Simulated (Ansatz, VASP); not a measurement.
Two plane-wave programs on SiGe5

```xyz
6
Lattice="3.0243 0.0000 0.0000 -1.5122 2.6191 0.0000 0.0000 0.0000 14.2206" Properties=species:S:1:pos:R:3 pbc="T T T"
Si    0.0000    0.0000    0.0000
Ge    1.5122    0.8730   12.0158
Ge    0.0000    0.0000    9.5543
Ge    1.5122    0.8730    7.1103
Ge    0.0000    0.0000    4.6663
Ge    1.5122    0.8730    2.2047
```

Change from the starting cell: species swapped into the MgCd5 type (P-6m2, No. 187).

Alike in both runs: functional PBE; k mesh 6 × 6 × 2; occupations gaussian, width 0.1 eV; no spin polarisation.

Ansatz relaxed the structure, and its values are those at the end. VASP's run is a single point on that final structure, the one shown.

```csv
,VASP,Ansatz
version,VASP 6.6.1,Ansatz 0.2.0
potentials or method,"VASP PAW PBE potentials, release 64 (Si, Ge_d)","scalar-relativistic, plane waves, PAW"
plane-wave cutoff (eV),520,420
valence electrons in the cell,74,74
```

```tsv
	VASP	Ansatz	Ansatz less VASP
gap on the k mesh at the Fermi level (eV)	none	none	-
pressure (GPa)	-0.3	-0.3	+0.01
rms of the force components (eV/Å)	0.010	0.010	+0.0002
```

A gap of «none» marks a metal or a gap that the smearing closes.

Caveats: the k mesh is coarse (spacing up to 0.40 Å⁻¹), so the values aren't converged.
